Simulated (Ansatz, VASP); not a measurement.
# One calculation of InAs, two programs

INCAR

```
  PREC = Accurate
  ENCUT = 520
  EDIFF = 1E-6
  ISMEAR = 0
  SIGMA = 0.1
  LREAL = F
  LASPH = T
  NELM = 100
  ALGO = Fast
  ISIF = 2
  LWAVE = F
  LCHARG = F
  GGA = PS
  NBANDS = 16
```

The input KPOINTS:

```
Automatic mesh
0
Gamma
  4 4 4
```

POSCAR

```
InAs
1.0
    0.0000000000      3.0438898537      3.0438898537
    3.0438898537      0.0000000000      3.0438898537
    3.0438898537      3.0438898537      0.0000000000
In As
1 1
Direct
    0.0000000000      0.0000000000      0.0000000000
    0.2500000000      0.2500000000      0.2500000000
```

Input for Ansatz:

```yaml
crystal:
  lattice:
    - [0.0, 3.0438898537, 3.0438898537]
    - [3.0438898537, 0.0, 3.0438898537]
    - [3.0438898537, 3.0438898537, 0.0]
  atoms:
    - { symbol: In, position: [0.0, 0.0, 0.0] }
    - { symbol: As, position: [0.25, 0.25, 0.25] }
basis:
  ecutwfc: 420
kpoints:
  mp_grid: { grid: [4, 4, 4] }
  band_path:
    path:
      - [0.0, 0.0, 0.0]
      - [-0.5, -0.5, 0.0]
      - [-0.375, -0.375, 0.25]
      - [-0.375, 0.0, 0.375]
      - [0.0, 0.0, 0.5]
      - [-0.5, -0.25, 0.25]
    npoints: 1
hamiltonian:
  xc: pbesol
scf:
  occupations: { method: gaussian, width: 0.1 }
  n_extra_bands: 4
output:
  forces: true
  stress: true
  eigenvalues: true
```

Alike in both runs: task single point; functional PBEsol; k mesh 4 × 4 × 4; occupations gaussian, width 0.1 eV; no spin polarisation.

|  | VASP | Ansatz |
| --- | --- | --- |
| version | VASP 6.6.1 | Ansatz 0.2.0 |
| potentials or method | VASP PAW PBE potentials, release 64 (In_d, As) | scalar-relativistic, plane waves, PAW |
| plane-wave cutoff (eV) | 520 | 420 |
| valence electrons in the cell | 18 | 28 |

Ansatz gave:

```
gap on the k mesh at the Fermi level (eV) : none
pressure (GPa)                            : 0.5
```

**Question.** What did VASP give for the same quantities?

**Answer.** gap on the k mesh at the Fermi level (eV): none; pressure (GPa): 0.6.

A gap of «none» marks a metal or a gap that the smearing closes. The two sets of potentials don't hold the same shells in valence.

Caveats: the k mesh is coarse (spacing up to 0.45 Å⁻¹), so the values aren't converged; the PAW data sets were made with another functional, which shifts forces and pressure a little (VASP).
